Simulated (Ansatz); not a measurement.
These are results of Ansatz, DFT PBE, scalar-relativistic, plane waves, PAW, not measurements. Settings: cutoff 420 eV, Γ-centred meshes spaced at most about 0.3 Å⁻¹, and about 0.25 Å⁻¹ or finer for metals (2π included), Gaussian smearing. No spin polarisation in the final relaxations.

These are static total energies at zero pressure.

Two relaxed structures of GePt:

A. Space group F-43m (No. 216), cubic, a = 5.628 Å. Ge is surrounded by 4 Pt at 2.44 Å; around Pt lie 4 Ge at 2.44 Å.

B. Space group P6/mmm (No. 191), hexagonal, a = 2.806 Å, c = 5.089 Å. Ge has 2 Pt at 2.54 Å and 6 Ge at 2.81 Å; Pt has 2 Ge at 2.54 Å and 6 Pt at 2.81 Å.

Task: Which would you expect to be lower, and how large is the difference?

Result: A is lower, by 179 meV/atom. A has the zinc blende type, space group F-43m (No. 216), 22.3 Å³/atom and no gap on its mesh; B has space group P6/mmm (No. 191), 17.3 Å³/atom and no gap. Counting Ge atoms around Pt (those within 1.25 times the shortest such distance or 1.15 times the sum of covalent radii, 1.27 where that leaves under three), A has Pt 4 and B has Pt 2. The lower one is the more open, so pressure narrows the difference. Both come from invented guesses. A third cell relaxed alike, in Fm-3m, lies 4 meV/atom below the lower of the two. The part of the Crystallography Open Database at hand lists GePt in space group No. 62, which no cell shown has.

These runs have no spin–orbit coupling, which can matter for Pt. Cells relaxed within their symmetry can be saddle points.

The preference for A over B most likely reflects Pt–Ge bonding. In A every nearest contact is between unlike atoms, at 2.44 Å, which favours overlap of Pt 5d and 6s states with Ge 4p. B separates the elements into flat layers, leaving fewer and longer Pt–Ge contacts. Its Pt–Pt distance of 2.81 Å is close to that in the metal, but the same spacing is long for a Ge–Ge single bond, so the Ge sheet probably recovers little of the lost energy. Denser packing alone therefore doesn't pay.

The 179 meV/atom doesn't show that GePt favours tetrahedral, semiconductor-like bonding: A has no gap, and the Fm-3m cell is practically degenerate with it. The known orthorhombic compound is of the MnP type, a distorted NiAs arrangement that combines higher Pt–Ge coordination with Pt–Pt contacts, and it would be expected to lie below all three cells. The result thus ranks two hypothetical structures and doesn't identify the ground state.
